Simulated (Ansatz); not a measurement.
CaSe under changes of volume

One of the cells (25.829 Å³/atom); the others are scaled copies at fixed shape and fractional positions:

```
Se Ca
1.0
     0.00000    2.95600    2.95600
     2.95600    0.00000    2.95600
     2.95600    2.95600    0.00000
Se Ca
1 1
Direct
  0.50000 0.50000 0.50000
  0.00000 0.00000 0.00000
```

```yaml
Program: Ansatz 0.2.0
Functional: PBE0
Potentials_or_basis: Ansatz PAW
Cutoff: "420 eV (not typed: the program's choice for these potentials)"
k_mesh: 6 × 6 × 6
Occupations: fermi-dirac, width 0.05 eV
Spin: no spin polarisation
```

```csv
volume (Å³/atom),energy over the lowest point (meV/atom),pressure (GPa),gap on the mesh (eV)
24.280,25.68,4.6,3.47
24.796,13.25,3.2,3.53
25.313,?,?,?
25.829,0.81,0.8,3.65
26.346,0.00,-0.3,3.70
26.863,2.34,-1.2,3.74
27.379,7.53,-2.0,3.79
```

Q: What does the run at 25.313 Å³/atom give?

A: Energy over the lowest point 5.11 meV/atom; pressure 1.9 GPa; gap on the mesh 3.59 eV.

Worked out: A Birch-Murnaghan fit of order 3 (a polynomial in V^(-2/3)) to the other rows has its minimum at 26.21 Å³/atom with B0 = V·E''(V) = 51 GPa and B' = 4.2. It gives 5.09 meV/atom at 25.313 Å³/atom, against the run's 5.11, and -dE/dV = 1.9 GPa, against 1.9. A parabola through the other rows of the gap, of slope 2.8 eV per unit of ln V there, gives 3.59 eV, against the run's 3.59.

Energies are extrapolated to zero smearing.

Caveats: the PAW data sets come from PBE, with cores solved anew for the run's functional, which leaves a small shift of forces and pressure; the thresholds are loose for stress.

A mesh can miss the band edges. Spin-orbit coupling on Se is left out.
